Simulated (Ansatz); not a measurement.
# TaN: molecular dynamics

The plan is to heat the crystal hard, then quench it. Runs: 170 steps of 1 fs under a Langevin thermostat at 2000 K; 229 steps of 1 fs under a Langevin thermostat, set from 1600 K to 300 K by a schedule. The start is the crystal (P-6m2), its volume scaled by 1.1.

Method: DFT PBEsol, plane waves, PAW, scalar-relativistic, no spin polarisation, in Ansatz 0.2.0.

## 1. Starting point

The cell holds 16 atoms (N8Ta8): a = 6.066 Å, b = 5.253 Å, c = 5.952 Å, α = 90.00°, β = 90.00°, γ = 90.00°.

Coordinates:

```xyz
16
Lattice="-3.0328 -5.2530 0.0000 4.5493 -2.6265 0.0000 0.0000 0.0000 5.9521" Properties=species:S:1:pos:R:3 pbc="T T T"
Ta    0.0000   -3.5020    1.4880
N     0.0000   -5.2530    0.0000
Ta    0.0000   -3.5020    4.4641
N     0.0000   -5.2530    2.9761
Ta    3.0328   -3.5020    1.4880
N    -1.5164   -2.6265    0.0000
Ta    3.0328   -3.5020    4.4641
N    -1.5164   -2.6265    2.9761
Ta    1.5164   -0.8755    1.4880
N     1.5164   -2.6265    0.0000
Ta    1.5164   -0.8755    4.4641
N     1.5164   -2.6265    2.9761
Ta    1.5164   -6.1285    1.4880
N     0.0000    0.0000    0.0000
Ta    1.5164   -6.1285    4.4641
N     0.0000    0.0000    2.9761
```

## 2. Run 1

170 steps of 1 fs under a Langevin thermostat at 2000 K.

Input file input.yaml:

```yaml
accuracy: low
crystal:
  lattice:
    - [-3.032839, -5.253031, 0.0]
    - [4.549258, -2.626516, 0.0]
    - [0.0, 0.0, 5.952127]
  atoms:
    - { symbol: Ta, position: [0.5, 0.3333333, 0.25] }
    - { symbol: "N", position: [0.75, 0.5, 0.0] }
    - { symbol: Ta, position: [0.5, 0.3333333, 0.75] }
    - { symbol: "N", position: [0.75, 0.5, 0.5] }
    - { symbol: Ta, position: [0.25, 0.8333333, 0.25] }
    - { symbol: "N", position: [0.5, 0.0, 0.0] }
    - { symbol: Ta, position: [0.25, 0.8333333, 0.75] }
    - { symbol: "N", position: [0.5, 0.0, 0.5] }
    - { symbol: Ta, position: [0.0, 0.3333333, 0.25] }
    - { symbol: "N", position: [0.25, 0.5, 0.0] }
    - { symbol: Ta, position: [0.0, 0.3333333, 0.75] }
    - { symbol: "N", position: [0.25, 0.5, 0.5] }
    - { symbol: Ta, position: [0.75, 0.8333333, 0.25] }
    - { symbol: "N", position: [0.0, 0.0, 0.0] }
    - { symbol: Ta, position: [0.75, 0.8333333, 0.75] }
    - { symbol: "N", position: [0.0, 0.0, 0.5] }
basis:
  ecutwfc: 420.0
kpoints:
  mp_grid: { grid: [2, 2, 2] }
hamiltonian:
  xc: pbesol
  pseudopotentials: { kind: paw, azcp: { folder: soft_1 } }
scf:
  occupations: { method: fermi_dirac, width: 0.17 }
  lower_state_search: "off"
md:
  timestep: 1
  n_steps: 170
  ensemble: nvt_langevin
  temperature: 2000.0
  initial_velocities: maxwell_boltzmann
  seed: 812521
  friction: 0.02
```

Launch:

```console
> ansatz run input.yaml --threads 1 --pin off --max-ram 3072MiB --backend cpu --events-out ev --progress --plain --runs-dir out
```

The log of the run, cut to the lines that bear on the results:

```text
Warning: md: disabling space-group detection — thermal motion breaks the input geometry's symmetry, so no spatial operation reduces the k-mesh or symmetrises the density; time reversal is kept, so that k and −k are solved as one point where they differ and the mesh holds both, and exact [...]
Warning: <dir> the record states the generating functional pbe (its physics header spells it `PBE`), which answers neither for hamiltonian.xc's functional nor for the pbesol family's — results may be inconsistent (PPs are generated against a specific XC)
[...]
Warning: RAYON_NUM_THREADS=1 ignored (pool sized by the plan → 1); use --threads N
band count auto-derived: 91 (N_el = 144.0; filled up to band 72; 88 by the electrons, moments and atoms)
[...]
Pseudopotentials: kind: paw
Pseudopotential: Ta, paw, valence charge 13, recommended cutoff 420 eV (normal), <dir>
Pseudopotential: N, paw, valence charge 5, recommended cutoff 420 eV (normal), <dir>
Functional definition: PBEsol
[...]
Crystal: 16 atoms, lattice volume = 189.654 Å³
Basis set: ecut = 420 eV, 3719 PW (Γ), exchange–correlation on 90×72×80 points (8 copies of the dense FFT grid, shifted against one another)
Bands: 91, of which v1, the nominal top of the filled ones, is band 72 counted from 1 (71 counted from 0)
Symmetry: 1 space group operations
k-points: 8
[...]
SCF iter   1: F=—  HF=-81506.034484 eV  |F-HF|=—  |Δ(HF+E_count)|=         —  Δρ=4.70e-2  dr2=2.16e0  ethr=3.10e-3  ⟨swp⟩=4.4  Hψ=2721  notcnv=0
[...]
md step     0: t =     0.00 fs  T =  1875.0 K  F+E_penalty+E_count = -81505.88211166 eV  E_kin = 3.877800 eV  (8 SCF iters)
[...]
md step     8: t =     8.00 fs  T =  1429.5 K  F+E_penalty+E_count = -81505.04045507 eV  E_kin = 2.956403 eV  (5 SCF iters)
[...]
md step    16: t =    16.00 fs  T =  1062.5 K  F+E_penalty+E_count = -81503.83143123 eV  E_kin = 2.197472 eV  (6 SCF iters)
[...]
md step    24: t =    24.00 fs  T =   835.8 K  F+E_penalty+E_count = -81503.60288867 eV  E_kin = 1.728492 eV  (6 SCF iters)
[...]
md step    31: t =    31.00 fs  T =  1143.1 K  F+E_penalty+E_count = -81503.71106043 eV  E_kin = 2.364177 eV  (6 SCF iters)
md step    32: t =    32.00 fs  T =  1153.1 K  F+E_penalty+E_count = -81503.71784045 eV  E_kin = 2.384885 eV  (6 SCF iters)
```

## 3. The log goes on: dynamics from the start

Output, continued, cut to the lines that bear on the results:

```text
md step    33: t =    33.00 fs  T =  1276.4 K  F+E_penalty+E_count = -81503.72579036 eV  E_kin = 2.639894 eV  (6 SCF iters)
[...]
md step    57: t =    57.00 fs  T =  1779.5 K  F+E_penalty+E_count = -81502.95270193 eV  E_kin = 3.680212 eV  (6 SCF iters)
[...]
md step    81: t =    81.00 fs  T =  1817.2 K  F+E_penalty+E_count = -81503.33184304 eV  E_kin = 3.758298 eV  (6 SCF iters)
[...]
md step   105: t =   105.00 fs  T =  1534.8 K  F+E_penalty+E_count = -81502.81546952 eV  E_kin = 3.174178 eV  (6 SCF iters)
[...]
md step   169: t =   169.00 fs  T =  2124.6 K  F+E_penalty+E_count = -81502.77093140 eV  E_kin = 4.394004 eV  (6 SCF iters)
[...]
md step   170: t =   170.00 fs  T =  2137.2 K  F+E_penalty+E_count = -81502.74623567 eV  E_kin = 4.420002 eV  (8 SCF iters)
SCF converged after 8 iterations
Free energy (F): -81502.746236 eV
[...]
E sigma→0 (E₀):  -81502.599040 eV
Entropy (-TS):   -0.294392 eV (-18.400 meV/atom)
Fermi energy:    18.003856 eV
[...]
--- Forces (eV/Å), atoms counted from 1 ---
  atom   1  Ta     0.18475899     2.25802006    -1.76572159
  atom   2  N      0.66365556     0.20602639    -0.78143608
  atom   3  Ta    -4.54370617     0.35633252     0.65462923
  atom   4  N     -0.55856808     0.27914384     0.84365925
  atom   5  Ta    -2.00969328     2.77759610     2.61749403
  atom   6  N      0.37379137    -2.01989177    -1.29215945
  atom   7  Ta     1.43017984    -0.60738675     0.60421259
  atom   8  N      0.74048605     0.17684277    -1.30078581
[...]
--- MD trajectory: 170 steps, t = 0.0 → 170.0 fs ---
  final state: T = 2137.2 K   F+E_penalty+E_count = -81502.74623567 eV   E_kin = 4.420002 eV
```

It took 16 min on 1 thread of Arm Neoverse V2, shared host; peak memory 0.57 GiB.

## 4. Frames and traces

One step in 7; energies are changes from step 0; msd is the mean square displacement from the start, the centre of mass held:

| time (fs) | T (K) | potential energy change (meV/atom) | msd N (Å²) | msd Ta (Å²) |
| --- | --- | --- | --- | --- |
| 0.0 | 1875 | 0.0 | 0.000 | 0.000 |
| 7.0 | 1484 | 42.9 | 0.014 | 0.001 |
| 14.0 | 1077 | 113.4 | 0.035 | 0.004 |
| 21.0 | 904 | 143.2 | 0.040 | 0.008 |
| 28.0 | 1049 | 137.2 | 0.032 | 0.012 |
| 35.0 | 1483 | 136.1 | 0.026 | 0.014 |
| 42.0 | 1126 | 161.0 | 0.031 | 0.014 |
| 49.0 | 1556 | 182.9 | 0.039 | 0.015 |
| 56.0 | 1763 | 182.7 | 0.041 | 0.017 |
| 63.0 | 1503 | 170.7 | 0.032 | 0.017 |
| 70.0 | 1542 | 136.9 | 0.022 | 0.016 |
| 77.0 | 1701 | 130.5 | 0.023 | 0.016 |
| 84.0 | 1368 | 189.2 | 0.041 | 0.016 |
| 91.0 | 1353 | 214.2 | 0.054 | 0.016 |
| 98.0 | 1409 | 203.9 | 0.051 | 0.017 |
| 105.0 | 1535 | 191.7 | 0.041 | 0.018 |
| 112.0 | 1555 | 189.0 | 0.034 | 0.018 |
| 119.0 | 1468 | 178.6 | 0.027 | 0.019 |
| 126.0 | 1826 | 168.7 | 0.032 | 0.017 |
| 133.0 | 1760 | 171.8 | 0.041 | 0.014 |
| 140.0 | 1716 | 152.4 | 0.044 | 0.013 |
| 147.0 | 2129 | 134.8 | 0.039 | 0.013 |
| 154.0 | 1771 | 166.2 | 0.042 | 0.016 |
| 161.0 | 1743 | 188.1 | 0.039 | 0.020 |
| 168.0 | 2098 | 193.4 | 0.035 | 0.022 |
| 170.0 | 2137 | 196.0 | 0.036 | 0.022 |

time (fs), T (K) and a bar:
```
      0.0       1875 ########################
      7.0       1484 ###############
     15.0       1128 #######
     22.0        848 
     30.0       1078 #####
     37.0       1388 #############
     44.0       1586 #################
     52.0       1866 ########################
     59.0       1524 ################
     67.0       1292 ##########
     74.0       1674 ###################
     81.0       1817 #######################
     89.0       1354 ############
     96.0       1567 #################
    103.0       1596 #################
    111.0       1825 #######################
    118.0       1514 ###############
    126.0       1826 #######################
    133.0       1760 #####################
    140.0       1716 ####################
    148.0       1996 ###########################
    155.0       1623 ##################
    163.0       2015 ###########################
    170.0       2137 ##############################
```

Pair distribution over the second half of the run:

| r (Å) | g Ta–N |
| --- | --- |
| 0.68 | 0.00 |
| 0.84 | 0.00 |
| 1.00 | 0.00 |
| 1.16 | 0.00 |
| 1.32 | 0.00 |
| 1.48 | 0.00 |
| 1.64 | 0.00 |
| 1.80 | 0.00 |
| 1.96 | 0.41 |
| 2.12 | 3.07 |
| 2.28 | 5.80 |
| 2.44 | 3.47 |

Maxima of the velocity power spectrum (cm⁻¹, relative height; resolution about 390 cm⁻¹): 490 (100).

## 5. Frames from the trajectory

Positions (Å) and forces (eV/Å):

```xyz
16
Lattice="-3.033 -5.253 0.000 4.549 -2.627 0.000 0.000 0.000 5.952" Properties=species:S:1:pos:R:3:forces:R:3 pbc="T T T" time_fs=28.0 T=1049 dE=2.1948
Ta   -0.057   -3.641    1.491    0.351    3.406    0.671
N    -0.049   -5.234    0.089   -0.087   -0.630   -0.899
Ta   -0.024   -3.575    4.446    0.189    2.277    0.157
N     0.081   -5.237    2.990   -0.425   -0.139   -0.010
Ta    3.047   -3.455    1.428   -1.119   -0.999    2.659
N    -1.766   -2.505    0.146    1.700   -1.159   -1.357
Ta    2.954   -3.355    4.498    0.687   -2.281   -1.292
N    -1.413   -2.626    3.049   -0.955    0.096   -0.369
Ta    1.550   -0.819    1.518   -1.371   -1.805    0.322
N     1.359   -2.622   -0.087    1.017    0.251    0.894
Ta    1.554   -0.825    4.505   -1.943   -0.199   -0.370
N     1.602   -2.403    3.074   -0.364   -1.867   -0.757
Ta    1.484   -6.232    1.437    0.292    2.175    2.625
N    -0.147   -0.039   -0.027    1.145    0.868    0.472
Ta    1.508   -6.112    4.553    0.540    0.540   -1.942
N    -0.021    0.085    3.093    0.341   -0.533   -0.803
16
Lattice="-3.033 -5.253 0.000 4.549 -2.627 0.000 0.000 0.000 5.952" Properties=species:S:1:pos:R:3:forces:R:3 pbc="T T T" time_fs=57.0 T=1779 dE=2.9294
Ta   -0.110   -3.682    1.562    1.671    2.001    0.330
N     0.083   -5.597    0.019   -1.348    2.895    0.693
Ta   -0.056   -3.553    4.565    2.755    0.324   -2.168
N     0.016   -5.219    3.157   -0.831   -0.671   -1.037
Ta    3.041   -3.403    1.432   -0.821   -2.565    2.838
N    -1.415   -2.834   -0.118   -1.184    1.970    3.037
Ta    3.008   -3.431    4.487    0.142   -1.093   -0.541
N    -1.660   -2.546    3.118    1.452   -0.639   -0.817
Ta    1.500   -0.975    1.587   -0.558    0.406    0.113
N     1.570   -2.658    0.049   -0.715   -0.184   -0.063
Ta    1.504   -0.821    4.597    0.468   -1.926   -1.480
N     1.466   -2.714    3.031    0.032    1.097   -0.129
Ta    1.476   -6.177    1.461    1.381    0.090    2.972
N     0.030   -0.089    0.198    0.275    0.196   -1.843
Ta    1.650   -6.090    4.592   -2.908   -1.238   -3.330
N    -0.048    0.069    2.871    0.189   -0.662    1.424
16
Lattice="-3.033 -5.253 0.000 4.549 -2.627 0.000 0.000 0.000 5.952" Properties=species:S:1:pos:R:3:forces:R:3 pbc="T T T" time_fs=85.0 T=1402 dE=3.1476
Ta    0.034   -3.602    1.638   -0.419    1.591   -0.691
N    -0.037   -5.026    0.081    0.361   -3.352    0.627
Ta   -0.057   -3.528    4.652    1.757    0.635   -1.822
N    -0.171   -5.194    2.954    1.702   -2.006    1.573
Ta    3.110   -3.406    1.452   -0.995   -2.533    2.672
N    -1.512   -2.650    0.299    0.163    0.133   -2.072
Ta    3.103   -3.491    4.483   -1.555    0.003    1.615
N    -1.321   -2.873    2.992   -2.932    1.925    1.518
Ta    1.511   -1.039    1.631   -0.490    3.004    0.173
N     1.473   -2.548    0.204    0.525   -0.828   -1.294
Ta    1.482   -0.867    4.590    0.876   -0.362   -0.145
N     1.477   -2.752    3.159    0.828    0.905   -0.644
Ta    1.500   -6.156    1.585    0.906    0.671    0.541
N    -0.034    0.065    0.072    0.543   -0.403   -0.369
Ta    1.703   -6.071    4.569   -2.584   -0.954   -0.109
N    -0.057   -0.186    3.167    1.313    1.571   -1.573
16
Lattice="-3.033 -5.253 0.000 4.549 -2.627 0.000 0.000 0.000 5.952" Properties=species:S:1:pos:R:3:forces:R:3 pbc="T T T" time_fs=113.0 T=1556 dE=3.0188
Ta    0.097   -3.410    1.683   -1.280   -2.630   -0.242
N     0.105   -5.323    0.226   -0.869    1.163   -0.578
Ta   -0.018   -3.433    4.723    1.687   -1.544   -1.305
N     0.183   -5.462    3.135   -2.204    1.544    0.408
Ta    3.145   -3.481    1.497   -1.363    0.061    2.031
N    -1.567   -2.469    0.184    0.929   -1.657   -1.056
Ta    3.116   -3.559    4.496   -1.093    1.661    1.233
N    -1.719   -2.697    3.168    4.115    1.363   -1.833
Ta    1.457   -1.025    1.718    3.417    2.427   -1.713
N     1.650   -2.525    0.122   -1.197   -1.010    0.232
Ta    1.517   -0.886    4.670    1.778   -0.010   -0.941
N     1.533   -2.638    3.190   -0.106   -0.161   -0.265
Ta    1.478   -6.124    1.651    1.304   -0.173   -1.327
N     0.030    0.013    0.008    0.077   -0.136    0.966
Ta    1.665   -6.064    4.544   -3.694   -1.757    3.414
N     0.127   -0.138    3.026   -1.502    0.858    0.975
16
Lattice="-3.033 -5.253 0.000 4.549 -2.627 0.000 0.000 0.000 5.952" Properties=species:S:1:pos:R:3:forces:R:3 pbc="T T T" time_fs=142.0 T=1839 dE=2.2996
Ta    0.039   -3.510    1.764    0.388   -0.868   -1.021
N    -0.005   -5.265    0.258    0.088   -0.073   -0.234
Ta    0.066   -3.420    4.765   -0.188   -1.799   -1.550
N    -0.142   -5.020    3.316    1.375   -2.133   -0.654
Ta    3.133   -3.645    1.571   -1.070    1.928    1.875
N    -1.436   -2.761    0.066   -1.164    1.341    1.696
Ta    3.038   -3.506    4.625    1.365    0.077   -0.301
N    -1.324   -2.576    3.200   -1.444   -0.105   -0.079
Ta    1.428   -0.922    1.755    2.630    0.805   -0.904
N     1.656   -2.700    0.261   -1.112    0.270   -0.750
Ta    1.532   -0.853    4.704    0.640    0.423   -0.223
N     1.793   -2.721    3.036   -2.530    1.042    1.035
Ta    1.450   -6.124    1.677    1.035   -0.550   -0.558
N     0.063   -0.119    0.187   -0.590    0.766    0.019
Ta    1.516   -6.098    4.598    0.057   -0.035    1.100
N    -0.039    0.120    3.098    0.521   -1.090    0.549
16
Lattice="-3.033 -5.253 0.000 4.549 -2.627 0.000 0.000 0.000 5.952" Properties=species:S:1:pos:R:3:forces:R:3 pbc="T T T" time_fs=170.0 T=2137 dE=3.1359
Ta   -0.042   -3.619    1.849    0.185    2.258   -1.766
N    -0.126   -5.273    0.353    0.664    0.206   -0.781
Ta    0.216   -3.449    4.737   -4.544    0.356    0.655
N     0.050   -5.297    3.163   -0.559    0.279    0.844
Ta    3.086   -3.628    1.638   -2.010    2.778    2.618
N    -1.604   -2.494    0.335    0.374   -2.020   -1.292
Ta    2.969   -3.425    4.694    1.430   -0.607    0.604
N    -1.573   -2.616    3.347    0.741    0.177   -1.301
Ta    1.427   -0.830    1.832    0.715   -1.233   -2.489
N     1.394   -2.723    0.430    1.034    0.792   -0.974
Ta    1.515   -0.784    4.613   -0.864    0.424    3.066
N     1.362   -2.423    3.254    1.248   -1.908    0.406
Ta    1.469   -6.162    1.621   -0.234    1.240    2.897
N    -0.116    0.203    0.221    0.416   -2.221   -0.373
Ta    1.456   -6.048    4.705    1.175   -0.797   -0.092
N    -0.057    0.030    3.394    0.230    0.276   -2.020
```

On run 1: Against a set 2000 K the second half averages 1712 K, going from 1402 to 2137 K over that half. Counted from the crystal's sites, with the common drift removed, the atoms stand 0.16 Å away over the last tenth of the run (root mean square), 7 % of the neighbour distance: under the 10 to 20 % at which crystals usually melt.

## 6. Run 2

229 steps of 1 fs under a Langevin thermostat, set from 1600 K to 300 K by a schedule, starting from the last frame of an earlier run, with new velocities.

Input file input.yaml:

```yaml
accuracy: low
crystal:
  lattice:
    - [-3.032839, -5.253031, 0.0]
    - [4.549258, -2.626516, 0.0]
    - [0.0, 0.0, 5.952127]
  atoms:
    - { symbol: Ta, position: [0.520077, 0.33755073, 0.31069322] }
    - { symbol: "N", position: [0.76318149, 0.48108515, 0.05939563] }
    - { symbol: Ta, position: [0.47458878, 0.36396223, 0.79577626] }
    - { symbol: "N", position: [0.75207385, 0.51243723, 0.53143085] }
    - { symbol: Ta, position: [0.26368219, 0.85409491, 0.27526684] }
    - { symbol: "N", position: [0.48825166, -0.02714823, 0.05622078] }
    - { symbol: Ta, position: [0.2443036, 0.8154617, 0.78868198] }
    - { symbol: "N", position: [0.50314046, -0.01038953, 0.56231032] }
    - { symbol: Ta, position: [0.00083946, 0.31415949, 0.30775778] }
    - { symbol: "N", position: [0.27382308, 0.48894181, 0.07217341] }
    - { symbol: Ta, position: [-0.01294234, 0.32445545, 0.77506697] }
    - { symbol: "N", position: [0.23370143, 0.45521405, 0.54675769] }
    - { symbol: Ta, position: [0.75863959, 0.82858833, 0.27239548] }
    - { symbol: "N", position: [-0.01944117, -0.03847248, 0.03706277] }
    - { symbol: Ta, position: [0.74347938, 0.81577846, 0.7905105] }
    - { symbol: "N", position: [0.0004843, -0.01224895, 0.57019644] }
basis:
  ecutwfc: 420.0
kpoints:
  mp_grid: { grid: [2, 2, 2] }
hamiltonian:
  xc: pbesol
  pseudopotentials: { kind: paw, azcp: { folder: soft_1 } }
scf:
  occupations: { method: fermi_dirac, width: 0.17 }
  lower_state_search: "off"
md:
  timestep: 1
  n_steps: 229
  ensemble: nvt_langevin
  temperature: 1600.0
  initial_velocities: maxwell_boltzmann
  seed: 464135
  friction: 0.02
  temperature_schedule:
    - { n_steps: 172, end_temperature: 300.0 }
    - { n_steps: 57, end_temperature: 300.0 }
```

Launch:

```console
> ansatz run input.yaml --threads 1 --pin off --max-ram 3072MiB --backend cpu --events-out ev --progress --plain --runs-dir out
```

The log of the run, cut to the lines that bear on the results:

```text
Warning: md: disabling space-group detection — thermal motion breaks the input geometry's symmetry, so no spatial operation reduces the k-mesh or symmetrises the density; time reversal is kept, so that k and −k are solved as one point where they differ and the mesh holds both, and exact [...]
Warning: <dir> the record states the generating functional pbe (its physics header spells it `PBE`), which answers neither for hamiltonian.xc's functional nor for the pbesol family's — results may be inconsistent (PPs are generated against a specific XC)
[...]
Warning: RAYON_NUM_THREADS=1 ignored (pool sized by the plan → 1); use --threads N
band count auto-derived: 90 (N_el = 144.0; filled up to band 72; 88 by the electrons, moments and atoms)
[...]
Pseudopotentials: kind: paw
Pseudopotential: Ta, paw, valence charge 13, recommended cutoff 420 eV (normal), <dir>
Pseudopotential: N, paw, valence charge 5, recommended cutoff 420 eV (normal), <dir>
Functional definition: PBEsol
[...]
Crystal: 16 atoms, lattice volume = 189.654 Å³
Basis set: ecut = 420 eV, 3719 PW (Γ), exchange–correlation on 90×72×80 points (8 copies of the dense FFT grid, shifted against one another)
Bands: 90, of which v1, the nominal top of the filled ones, is band 72 counted from 1 (71 counted from 0)
Symmetry: 1 space group operations
k-points: 8
[...]
SCF iter   1: F=—  HF=-81503.225249 eV  |F-HF|=—  |Δ(HF+E_count)|=         —  Δρ=5.02e-2  dr2=3.10e0  ethr=3.10e-3  ⟨swp⟩=4.4  Hψ=2714  notcnv=0
[...]
md step     0: t =     0.00 fs  T =  1500.0 K (target 1600.0 K)  F+E_penalty+E_count = -81502.74623573 eV  E_kin = 3.102240 eV  (11 SCF iters)
[...]
md step     9: t =     9.00 fs  T =  1541.7 K (target 1535.8 K)  F+E_penalty+E_count = -81502.21548687 eV  E_kin = 3.188403 eV  (5 SCF iters)
[...]
md step    18: t =    18.00 fs  T =  1544.0 K (target 1467.7 K)  F+E_penalty+E_count = -81501.76186016 eV  E_kin = 3.193241 eV  (6 SCF iters)
[...]
md step    27: t =    27.00 fs  T =  1292.1 K (target 1399.7 K)  F+E_penalty+E_count = -81501.45442356 eV  E_kin = 2.672208 eV  (6 SCF iters)
[...]
md step    35: t =    35.00 fs  T =  1806.7 K (target 1339.2 K)  F+E_penalty+E_count = -81502.17057400 eV  E_kin = 3.736617 eV  (6 SCF iters)
md step    36: t =    36.00 fs  T =  1663.7 K (target 1331.7 K)  F+E_penalty+E_count = -81502.27228804 eV  E_kin = 3.440840 eV  (6 SCF iters)
```

## 7. The output, continued: dynamics from the last frame of the run before

Output, continued, cut to the lines that bear on the results:

```text
md step    37: t =    37.00 fs  T =  1733.2 K (target 1324.1 K)  F+E_penalty+E_count = -81502.35435851 eV  E_kin = 3.584493 eV  (5 SCF iters)
[...]
md step    58: t =    58.00 fs  T =  1486.2 K (target 1165.4 K)  F+E_penalty+E_count = -81502.05867008 eV  E_kin = 3.073637 eV  (6 SCF iters)
[...]
md step    79: t =    79.00 fs  T =  1232.0 K (target 1006.7 K)  F+E_penalty+E_count = -81503.45995989 eV  E_kin = 2.548068 eV  (5 SCF iters)
[...]
md step   100: t =   100.00 fs  T =  1212.2 K (target 848.0 K)  F+E_penalty+E_count = -81503.42341333 eV  E_kin = 2.507088 eV  (8 SCF iters)
[...]
md step   228: t =   228.00 fs  T =   362.1 K (target 300.0 K)  F+E_penalty+E_count = -81505.11427932 eV  E_kin = 0.748866 eV  (4 SCF iters)
[...]
md step   229: t =   229.00 fs  T =   393.6 K (target 300.0 K)  F+E_penalty+E_count = -81505.12863340 eV  E_kin = 0.814131 eV  (6 SCF iters)
SCF converged after 6 iterations
Free energy (F): -81505.128633 eV
[...]
E sigma→0 (E₀):  -81505.036620 eV
Entropy (-TS):   -0.184026 eV (-11.502 meV/atom)
Fermi energy:    18.008708 eV
[...]
--- Forces (eV/Å), atoms counted from 1 ---
  atom   1  Ta     0.17445086     0.15313180     0.04676259
  atom   2  N      1.23453597     0.17535479     1.09120876
  atom   3  Ta    -1.34707531     0.06759104    -1.03529799
  atom   4  N      0.32142074    -1.17591540    -0.51083726
  atom   5  Ta    -0.84607929     0.76547908     1.60475632
  atom   6  N      0.50190737     0.30073490     0.42128309
  atom   7  Ta    -0.47413252     0.04114764    -0.22202272
  atom   8  N      0.03484187     0.12660228     0.39289795
[...]
--- MD trajectory: 229 steps, t = 0.0 → 229.0 fs ---
  final state: T = 393.6 K   F+E_penalty+E_count = -81505.12863340 eV   E_kin = 0.814131 eV
```

Wall time 20 min (1 thread of Arm Neoverse V2, shared host); peak memory 0.54 GiB.

(Part 1 of 2 ends here.)
